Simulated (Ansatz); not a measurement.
The system is W.

```
CELL_PARAMETERS angstrom
-1.58234 1.58234 1.58234
1.58234 -1.58234 1.58234
1.58234 1.58234 -1.58234
ATOMIC_POSITIONS crystal
W 0.00000 0.00000 0.00000
```

- Program: Ansatz 0.2.0
- Task: relaxation of cell and atoms
- Functional: PBEsol
- Dispersion: D3(BJ)
- Potentials or basis: Ansatz PAW
- Cutoff: 420 eV (not typed: the program's choice for these potentials)
- k mesh: 12 × 12 × 12
- Occupations: fermi-dirac, width 0.05 eV
- Spin: no spin polarisation

At the start: volume 15.85 Å³/atom.

Problem. Where does the relaxation end?

Solution. It ends after 5 steps and the volume is 15.32 Å³/atom (-3.3 %); space group Im-3m (No. 229, to 0.05 Å).

The path:
```csv
step,energy change (eV),largest force (eV/Å),volume (Å³)
1,0.0000,0.0000,15.85
2,-0.0179,0.0000,15.38
3,-0.0182,0.0000,15.31
4,-0.0182,0.0000,15.32
5,-0.0180,0.0000,15.32
```

Final structure:
```
W
1.0
    -1.56450    1.56450    1.56450
     1.56450   -1.56450    1.56450
     1.56450    1.56450   -1.56450
W
1
Direct
  0.00000 0.00000 0.00000
```

Caveat: the plane-wave basis is chosen anew once the cell has moved, so the energies of steps on either side of that aren't comparable; pairwise dispersion overbinds metals, which lowers pressure and volume; the PAW data sets come from PBE, with cores solved anew for the run's functional, which leaves a small shift of forces and pressure.
